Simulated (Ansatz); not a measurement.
B: energy change per atom and pressure as volume scale varies

Results calculated with Ansatz 0.2.0, not measured. Plane-wave DFT, scalar-relativistic PAW made under PBE with cores redone for the functional, no dispersion; the given relaxed cell is scaled uniformly, energy at zero smearing counts from the unscaled cell, pressure at the given Fermi-Dirac smearing is positive in compression.

The cell before it is scaled or strained (space group P6/mmm, No. 191):
```
B
1.0
      2.8783     0.0000     0.0000
     -1.4392     2.4927     0.0000
      0.0000     0.0000     2.8427
B
3
Direct
  1.00000 0.00000 0.00000
  0.33333 0.66667 0.50000
  0.66667 0.33333 0.50000
```

Settings of every row: spin polarised no; functional RPBE; wave cutoff 420 eV; smearing width 0.1 eV; k mesh 14x14x12.

Atom starting moment: 0 on all atoms.

Limits: the cell comes from a prototype or a list of computed structures and needn't be the stable phase.

```csv
row,volume scale,V (Å³/atom),energy change per atom (meV),pressure (GPa)
1,0.88,5.983,81.85,35.59
2,0.92,6.255,33.92,21.41
3,0.96,6.527,7.91,9.7
4,1.04,7.07,?,?
5,1.08,7.342,26.46,-14.58
6,1.12,7.614,56.04,-20.01
```

Question: what energy change per atom and pressure should row 4 give?

Worked fit of energy change per atom. Take u = (V_r/V)^(2/3) − 1 with V_r = 6.527 Å³ an atom, which is twice the finite (Eulerian) strain; such expansions in the strain, on which the Birch-Murnaghan equation of state is built, carry the rest volume and the bulk modulus. The shown rows have u = 0.05973, 0.02878, 0, -0.07544, -0.0976. Least squares give energy change per atom = 7.917 + 582.01 × u + 11002.5 × u² meV; a straight line predicts inner rows, each left out in turn, worse (root mean square 29 against 0.21 meV). The rows lie off it by -0.08, 0.14, -0.01, -0.17, 0.12 (root mean square 0.12 meV). Its lowest point lies at u = -0.0264, or V = 6.795 Å³ an atom, and the curvature there gives the bulk modulus at fixed shape and fractions, B = (4/9)(1 + u)² E″(u)/V = 219 GPa. Letting shape and atoms relax would as a rule lower it, by much in layered, chain or molecular crystals. The withheld row has u = -0.05188, so the fit gives 7.917 + 582.01 × (-0.05188) + 11002.5 × (-0.05188)² = 7.34 meV.

The calculation gave 7.04 meV. The fit lies 0.30 meV (4.3 % of the value, 0.4 % of the column's range) above it; its largest miss of a shown row is 0.17 meV.

Worked fit of pressure. Take u = (V_r/V)^(2/3) − 1 with V_r = 6.527 Å³ an atom, which is twice the finite (Eulerian) strain; such expansions in the strain, on which the Birch-Murnaghan equation of state is built, carry the rest volume and the bulk modulus. The shown rows have u = 0.05973, 0.02878, 0, -0.07544, -0.0976. Least squares give pressure = 9.7 + 384.19 × u + 820 × u² GPa; a straight line predicts inner rows, each left out in turn, worse (root mean square 2.2 against 0.042 GPa). The rows lie off it by 0.02, -0.03, 0.00, 0.04, -0.02. The pressure vanishes at u = -0.0268, or V = 6.798 Å³ an atom, and there the bulk modulus at fixed shape and fractions is B = −V dP/dV = (2/3)(1 + u) dP/du = 221 GPa. Letting shape and atoms relax would as a rule lower it, by much in layered, chain or molecular crystals. The withheld row has u = -0.05188, so the fit gives 9.7 + 384.19 × (-0.05188) + 820 × (-0.05188)² = -8.02 GPa.

The calculation gave -7.98 GPa. The fit lies 0.04 GPa (0.072 % of the column's range) below it; its largest miss of a shown row is 0.04 GPa.
